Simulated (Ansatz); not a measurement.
# Calculated coordination and 2H quadrupole coupling for SrH2O2

Cell: a Materials Project structure (computed, not necessarily an observed phase), atoms as given.

```cif
data_structure
_symmetry_space_group_name_H-M 'P 1'
_symmetry_Int_Tables_number 1
_cell_length_a 9.8384
_cell_length_b 3.9130
_cell_length_c 6.0106
_cell_angle_alpha 90.000
_cell_angle_beta 90.000
_cell_angle_gamma 90.000
_cell_volume 231.39
loop_
_atom_site_label
_atom_site_type_symbol
_atom_site_fract_x
_atom_site_fract_y
_atom_site_fract_z
_atom_site_occupancy
Sr1 Sr 0.34048 0.75000 0.60243 1
Sr2 Sr 0.65952 0.25000 0.39757 1
Sr3 Sr 0.15952 0.25000 0.10243 1
Sr4 Sr 0.84048 0.75000 0.89757 1
H5 H 0.02647 0.75000 0.37126 1
H6 H 0.97353 0.25000 0.62874 1
H7 H 0.47353 0.25000 0.87126 1
H8 H 0.52647 0.75000 0.12874 1
H9 H 0.40793 0.25000 0.18493 1
H10 H 0.59207 0.75000 0.81507 1
H11 H 0.09207 0.75000 0.68493 1
H12 H 0.90793 0.25000 0.31507 1
O13 O 0.62481 0.75000 0.12692 1
O14 O 0.37519 0.25000 0.87308 1
O15 O 0.87519 0.25000 0.62692 1
O16 O 0.12481 0.75000 0.37308 1
O17 O 0.39365 0.25000 0.34573 1
O18 O 0.60635 0.75000 0.65427 1
O19 O 0.10635 0.75000 0.84573 1
O20 O 0.89365 0.25000 0.15427 1
```

Atoms are numbered from 1 in the order listed; like atoms form one site, named after its first atom.

Computed with Ansatz: DFT, r2SCAN, plane waves and PAW, scalar-relativistic, 500 eV cutoff, Γ-centred 2×5×4 k-points, Fermi–Dirac smearing 0.02 eV.

Q(2H) = 2.858 mb.

**Question.** Rank these H sites by |C_Q|, smallest first.
A. H9: 1 O at 0.98 Å; also 1 O at 1.90 Å
B. H5: 1 O at 0.97 Å

**Answer.** A (0.258 MHz, η = 0.07), B (0.304 MHz, η = 0.01).

At H9 and H5 V_zz points along its bond to O (within 1°) in each case.
